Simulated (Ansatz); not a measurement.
**PbO: Field gradients at the nuclei**

The cell is a COD entry, ions relaxed with PBE at fixed cell.

Space group Pbcm (No. 57); a = 5.8931, b = 5.4904, c = 4.7528 Å.

```csv
site,Wyckoff,site symmetry,x,y,z
Pb,4d,..m,0.2330,0.9919,0.2500
O,4d,..m,0.8601,0.0882,0.2500
```

One atom of each set is listed.

Method: Kohn–Sham DFT in Ansatz, r2SCAN, plane waves and PAW, scalar-relativistic, 500 eV cutoff, Γ-centred 6×6×7 k-points, Fermi–Dirac smearing 0.01 eV.

Conventions: |V_zz| ≥ |V_yy| ≥ |V_xx|, η = (V_xx − V_yy)/V_zz, C_Q = eQV_zz/h.

¹⁷O: I = 5/2, Q = -25.58 mb. Nuclear quadrupole moments: year-2017 set (Pyykkö).

| site | atoms | first shell | V_zz (10²¹ V/m²) | η | C_Q (MHz) |
| --- | --- | --- | --- | --- | --- |
| Pb | 4 | 4 O at 2.26–2.48 Å; also 1 O at 3.32 Å | -37.9 | 0.21 | – |
| O | 4 | 4 Pb at 2.26–2.48 Å; also 1 Pb at 3.32 Å | 3.30 | 0.24 | -2.04 |

At Pb V_zz points towards the open side of its shell (within 8°).

Pb has no stable isotope with a ground-state quadrupole moment in the table, so no C_Q is given.

The largest force is 0.4 eV/Å, so the atoms aren't at the calculated equilibrium and relaxing them would move these values. Spin–orbit coupling is left out, which shifts gradients on Pb by a few per cent, and by more where contributions nearly cancel.

The run took 2.7 min of wall time (2.7 min of CPU time) and 0.94 GiB at its peak, on 1 thread of Arm Neoverse N1 (aarch64; 36 cores open to the job, memory cap 3.0 GiB, no GPU), a shared host with a load of 0.8 a core.
